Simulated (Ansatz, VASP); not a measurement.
# One calculation of Sr, two programs

INCAR

```
SYSTEM = Sr
  ALGO = Normal
  EDIFF = 1E-8
  ENCUT = 520
  GGA = PS
  ISIF = 2
  ISMEAR = -1
  LASPH = .TRUE.
  LCHARG = .FALSE.
  LEFG = .TRUE.
  LREAL = .FALSE.
  LWAVE = .FALSE.
  NBANDS = 11
  NELM = 80
  PREC = Accurate
  SIGMA = 0.05
```

File KPOINTS:

```
k-points
0
G
  10 10 10
  0 0 0
```

The input POSCAR:

```
Sr
1.0
   -2.4022136893      2.4022136893      2.4022136893
    2.4022136893     -2.4022136893      2.4022136893
    2.4022136893      2.4022136893     -2.4022136893
Sr
1
Direct
    0.0000000000      0.0000000000      0.0000000000
```

Input for Ansatz:

```yaml
crystal:
  lattice:
    - [-2.4022136893, 2.4022136893, 2.4022136893]
    - [2.4022136893, -2.4022136893, 2.4022136893]
    - [2.4022136893, 2.4022136893, -2.4022136893]
  atoms:
    - { symbol: Sr, position: [0.0, 0.0, 0.0] }
kpoints:
  mp_grid: { grid: [10, 10, 10] }
  band_path:
    path:
      - [0.0, 0.0, 0.0]
      - [0.5, -0.5, 0.5]
      - [0.0, 0.0, 0.5]
      - [0.0, 0.0, 0.0]
      - [0.25, 0.25, 0.25]
      - [0.5, -0.5, 0.5]
      - [0.25, 0.25, 0.25]
      - [0.0, 0.0, 0.5]
    npoints: 5
scf:
  occupations: { method: fermi_dirac, width: 0.05 }
hamiltonian:
  xc: pbesol
  pseudopotentials: { kind: paw }
output:
  forces: true
  stress: true
  eigenvalues: true
  efg: { contact_densities: true }
```

Alike in both runs: task electric field gradients; functional PBEsol; k mesh 10 × 10 × 10; occupations fermi-dirac, width 0.05 eV; no spin polarisation.

|  | VASP | Ansatz |
| --- | --- | --- |
| version | VASP 6.6.1 | Ansatz 0.2.0 |
| potentials or method | VASP PAW PBE potentials, release 64 (Sr_sv) | PAW with Ansatz's default frozen-core files, scalar-relativistic |
| plane-wave cutoff (eV) | 520 | 420 |
| valence electrons in the cell | 10 | 10 |

```tsv
	VASP	Ansatz	Ansatz less VASP
pressure (GPa)	-0.9	-0.9	-0.01
Vzz of the field gradient on the site that differs most (V/Å²)	0.0	0.0	0.00
```

Ansatz warned: «gradients_without_spin_orbit».

Caveats: the PAW data sets were made with another functional, which shifts forces and pressure a little (VASP).
